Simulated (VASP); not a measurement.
Input of a VASP 6.6.1 run:

The input run.py:

```python
from ase.calculators.vasp import Vasp
from ase.filters import FrechetCellFilter
from ase.optimize import BFGSLineSearch
from ase.spacegroup import crystal

atoms = crystal(
    ['Na', 'Cl'],
    basis=[[0.25, 0.25, 0.75], [0.5, 0.0, 0.0]],
    spacegroup=216,
    setting=1,
    cellpar=[6.25146, 6.25146, 6.25146, 90.0, 90.0, 90.0],
    primitive_cell=True,
)
calc = Vasp(
    directory='calc',
    xc='pbe',
    pp='PBE',
    setups='minimal',
    prec='Accurate',
    encut=580,
    ediff=1e-06,
    ismear=-5,
    sigma=0.1,
    lreal=False,
    lasph=True,
    nelm=100,
    algo='Fast',
    isif=2,
    lwave=False,
    lcharg=False,
    ivdw=11,
    kpts=[7, 7, 7],
    gamma=True,
)
atoms.calc = calc
opt = BFGSLineSearch(FrechetCellFilter(atoms), trajectory='relax.traj')
converged = opt.run(fmax=0.01, steps=40)
print('converged:', converged)

print('energy (eV):', atoms.get_potential_energy())
print('free energy (eV):', atoms.get_potential_energy(force_consistent=True))
print('forces (eV/A):')
print(atoms.get_forces())
print('stress (eV/A^3, Voigt):', atoms.get_stress())
print('Fermi level (eV):', calc.get_fermi_level())
print('cell (A, degrees):', atoms.cell.cellpar())
print('volume (A^3):', atoms.get_volume())
print('scaled positions:')
print(atoms.get_scaled_positions())
```

Potentials or basis: VASP PAW PBE potentials, release 64 (Na, Cl).

Launch:

```bash
$ python run.py
```

Q: What does it give for the relaxed cell?

A: a = 4.319 Å, b = 4.319 Å, c = 4.319 Å, α = 60.00°, β = 60.00°, γ = 60.00°.

Q: What does it give for the dispersion energy per atom?

A: -0.160 eV.

Q: Estimate the space group after relaxing (to 0.05 Å).

A: F-43m (No. 216).

The path:
```tsv
step	energy change (eV)	largest force (eV/Å)	pressure (GPa)	volume (Å³)
1	0.0000	0.0000	-1.11	61.08
2	-0.0148	0.0000	0.05	56.96
```
